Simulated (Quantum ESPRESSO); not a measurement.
Ta, 1 atom in the cell. Symmetry: Im-3m, No. 229, cubic system. Conventional cell: a = 3.303 Å, b = 3.303 Å, c = 3.303 Å, α = 90.00°, β = 90.00°, γ = 90.00°. Ta (site symmetry m-3m) has 8 Ta at 2.86 Å as nearest neighbours. 

* Program: Quantum ESPRESSO 7.5
* Task: relaxation of cell and atoms
* Functional: PBEsol
* Potentials or basis: GBRV 1.5 PBEsol
* Cutoff: 871 eV
* Density cutoff: 7007 eV
* k mesh: 11 × 11 × 11
* Occupations: fermi-dirac, width 0.05 eV
* Spin: no spin polarisation
* Target pressure: 20 GPa
* Mixing beta: 0.5
* Most SCF iterations: 120
* SCF threshold: 2e-10 Ry
* Most ionic steps: 40
* Forc conv thr: 0.0004 Ry/bohr
* Etot conv thr: 1e-05 Ry
* Ion dynamics: bfgs
* Cell dynamics: bfgs
* Press conv thr: 0.3 kbar

Potentials or basis: GBRV 1.5 PBEsol.

Command:

```console
$ OMP_NUM_THREADS=1 mpirun -n 2 pw.x -nk 2 -in pw.in > pw.out
```

Hardware: 2 MPI ranks on Arm Neoverse V2, on a shared host.

Question: Estimate the wall time of this run.

Answer: Run time: 30 s on 2 MPI ranks on Arm Neoverse V2, with other jobs on the host, peak memory 0.26 GiB a rank. Counts: scf iterations 38, k pools 2, bands 12, ion steps 5, k points 56, g dense 24103.
